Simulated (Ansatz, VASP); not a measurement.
Two plane-wave programs on Au

POSCAR

```
Au
1.0
    0.0000000000      2.0585000000      2.0585000000
    2.0585000000      0.0000000000      2.0585000000
    2.0585000000      2.0585000000      0.0000000000
Au
1
Direct
    0.0000000000      0.0000000000      0.0000000000
```

The input INCAR.step1:

```
PREC = Accurate
ENCUT = 520
ISMEAR = 0
SIGMA = 0.1
LREAL = False
LASPH = True
NELM = 60
NBANDS = 12
GGA = PE
ALGO = Normal
EDIFF = 1E-4
LWAVE = True
LCHARG = False
```

INCAR.step2

```
PREC = Accurate
ENCUT = 520
EDIFF = 1E-7
ISMEAR = 0
SIGMA = 0.1
LREAL = False
LASPH = True
NELM = 60
ALGO = Normal
ISIF = 2
LWAVE = False
LCHARG = False
METAGGA = R2SCAN
LMIXTAU = True
NBANDS = 12
ISTART = 1
```

Contents of KPOINTS:

```
regular mesh
0
Gamma
  8 8 8
```

Input for Ansatz:

```yaml
crystal:
  lattice:
    - [0.0, 2.0585, 2.0585]
    - [2.0585, 0.0, 2.0585]
    - [2.0585, 2.0585, 0.0]
  atoms:
    - { symbol: Au, position: [0.0, 0.0, 0.0] }
basis:
  ecutwfc: 500
kpoints:
  mp_grid: { grid: [8, 8, 8] }
hamiltonian:
  xc: r2scan
  pseudopotentials: { kind: paw, azcp: { folder: soft_1 } }
scf:
  occupations: { method: gaussian, width: 0.1 }
output:
  forces: true
  stress: true
  eigenvalues: true
```

Alike in both runs: task single point; functional r2SCAN; k mesh 8 × 8 × 8; occupations gaussian, width 0.1 eV; no spin polarisation.

```csv
,VASP,Ansatz
version,VASP 6.6.1,Ansatz 0.2.0
potentials or method,"VASP PAW PBE potentials, release 64 (Au)","scalar-relativistic, plane waves, PAW"
plane-wave cutoff (eV),520,500
valence electrons in the cell,11,19
```

```tsv
	VASP	Ansatz	Ansatz less VASP
gap on the k mesh at the Fermi level (eV)	none	none	-
pressure (GPa)	1.9	1.7	-0.28
```

A gap of «none» marks a metal or a gap that the smearing closes. The two sets of potentials don't hold the same shells in valence.

Caveats: the PAW data sets were made with another functional, which shifts forces and pressure a little (VASP). The runs have no spin-orbit coupling, so splittings on Au are missing.
